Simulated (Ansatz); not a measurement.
**Calculated 17O NMR of the central transition for TiO2**

Cell: a computed structure from the Materials Project (it need not be an observed phase), taken as it stands.

Space group P2_1/c (No. 14); a = 4.8127, b = 4.8719, c = 5.0410 Å, β = 99.86°.

| site | Wyckoff | site symmetry | x | y | z |
| --- | --- | --- | --- | --- | --- |
| Ti | 4e | 1 | 0.2774 | 0.4472 | 0.7131 |
| O5 | 4e | 1 | 0.4454 | 0.7424 | 0.9668 |
| O9 | 4e | 1 | 0.0638 | 0.3230 | 0.3516 |

One atom of each set is listed.

Method: Kohn–Sham DFT in Ansatz, PBE, plane waves and PAW, scalar-relativistic, 420 eV cutoff, Γ-centred 5×4×4 k-points, Fermi–Dirac smearing 0.02 eV.

17O has I = 5/2 and Q = -25.58 mb (Pyykkö 2018); at 16.4 T its Larmor frequency is ν₀ = 94.7 MHz. Only the quadrupole interaction is simulated: positions count from each site's isotropic chemical shift, and J coupling is left out, as are shift anisotropy and dipolar coupling, which fast spinning averages.

The O sites: O5 (4 atoms; 4 Ti at 2.00–2.20 Å); O9 (4 atoms; 3 Ti at 1.88–2.03 Å).

Fitted components of the simulated spectrum:

```
component  |C_Q| (MHz)     η
        A        0.826  0.50
        B         1.49  0.95
```

**Question.** Which site most likely gives which component?

**Answer.** By the calculation, A is O5, B is O9. Like point charges on the first shell alone (each adding as 1/d³) would give the same order.
